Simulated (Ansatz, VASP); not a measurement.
ZnS (Wurtzite-2H) in VASP and in Ansatz

Contents of INCAR:

```
SYSTEM = ZnS
PREC     = Accurate       ! precision mode
ENCUT    = 520            ! plane-wave cutoff, eV
EDIFF    = 1E-6           ! SCF threshold, eV
ISMEAR   = -1             ! smearing method
SIGMA    = 0.05           ! smearing width, eV
LREAL    = .FALSE.        ! projectors in reciprocal space
LASPH    = .TRUE.         ! aspherical terms in the spheres
NELM     = 100            ! most SCF steps
ALGO     = Fast           ! electronic algorithm
ISIF     = 2              ! what is computed and relaxed
LWAVE    = .FALSE.        ! write WAVECAR
LCHARG   = .FALSE.        ! write CHGCAR
GGA      = PE             ! functional
```

Contents of KPOINTS:

```
regular mesh
0
G
  8 8 5
  0 0 0
```

POSCAR

```
ZnS
1.0
    3.8110000000      0.0000000000      0.0000000000
   -1.9055000000      3.3004228138      0.0000000000
    0.0000000000      0.0000000000      6.2340000000
Zn S
2 2
Direct
    0.6666666667      0.3333333333      0.5000000000
    0.3333333333      0.6666666667      0.0000000000
    0.6666666667      0.3333333333      0.8850000000
    0.3333333333      0.6666666667      0.3850000000
```

File KPOINTS_OPT:

```
path GMKGALHA,LM,KH
20
line-mode
reciprocal
 0.0000000000  0.0000000000  0.0000000000  G
 0.5000000000  0.0000000000  0.0000000000  M

 0.5000000000  0.0000000000  0.0000000000  M
 0.3333333333  0.3333333333  0.0000000000  K

 0.3333333333  0.3333333333  0.0000000000  K
 0.0000000000  0.0000000000  0.0000000000  G

 0.0000000000  0.0000000000  0.0000000000  G
 0.0000000000  0.0000000000  0.5000000000  A

 0.0000000000  0.0000000000  0.5000000000  A
 0.5000000000  0.0000000000  0.5000000000  L

 0.5000000000  0.0000000000  0.5000000000  L
 0.3333333333  0.3333333333  0.5000000000  H

 0.3333333333  0.3333333333  0.5000000000  H
 0.0000000000  0.0000000000  0.5000000000  A

 0.5000000000  0.0000000000  0.5000000000  L
 0.5000000000  0.0000000000  0.0000000000  M

 0.3333333333  0.3333333333  0.0000000000  K
 0.3333333333  0.3333333333  0.5000000000  H
```

File input.yaml:

```yaml
crystal:
  lattice:
    - [3.811, 0.0, 0.0]
    - [-1.9055, 3.3004228138, 0.0]
    - [0.0, 0.0, 6.234]
  atoms:
    - { symbol: Zn, position: [0.6666666667, 0.3333333333, 0.5] }
    - { symbol: Zn, position: [0.3333333333, 0.6666666667, 0.0] }
    - { symbol: S, position: [0.6666666667, 0.3333333333, 0.885] }
    - { symbol: S, position: [0.3333333333, 0.6666666667, 0.385] }
hamiltonian:
  xc: pbe
  pseudopotentials: { kind: paw }
kpoints:
  mp_grid: { grid: [8, 8, 5] }
  band_path:
    path:
      - [[0.0, 0.0, 0.0], [0.5, 0.0, 0.0], [0.3333333333, 0.3333333333, 0.0], [0.0, 0.0, 0.0], [0.0, 0.0, 0.5], [0.5, 0.0, 0.5], [0.3333333333, 0.3333333333, 0.5], [0.0, 0.0, 0.5]]
      - [[0.5, 0.0, 0.5], [0.5, 0.0, 0.0]]
      - [[0.3333333333, 0.3333333333, 0.0], [0.3333333333, 0.3333333333, 0.5]]
    npoints: 14
scf:
  occupations: { method: fermi_dirac, width: 0.05 }
  n_extra_bands: 10
output:
  forces: true
  stress: true
  eigenvalues: true
  fatbands: false
```

Alike in both runs: task band structure; functional PBE; k mesh 8 × 8 × 5; occupations fermi-dirac, width 0.05 eV; no spin polarisation.

```csv
,VASP,Ansatz
version,VASP 6.6.1,Ansatz 0.2.0
potentials or method,"VASP PAW PBE potentials, release 64 (Zn, S)",Ansatz PAW
plane-wave cutoff (eV),520,420
valence electrons in the cell,36,36
```

Ansatz gave:

- gap on the k mesh at the Fermi level (eV): 2.25
- least direct gap on the mesh (eV): 2.25
- gap along the band path (eV): 2.25
- pressure (GPa): 2.3
- largest component of the traceless stress (GPa): 1.35
- rms of the force components (eV/Å): 0.184

Problem. What did VASP give for the same quantities?

Solution. gap on the k mesh at the Fermi level (eV): 2.25; least direct gap on the mesh (eV): 2.25; gap along the band path (eV): 2.25; pressure (GPa): 2.2; largest component of the traceless stress (GPa): 1.38; rms of the force components (eV/Å): 0.186.

Atom by atom the forces differ by 0.002 eV/Å (rms over components).

Expect the measured gap to be larger: semilocal functionals such as PBE lack the derivative discontinuity.
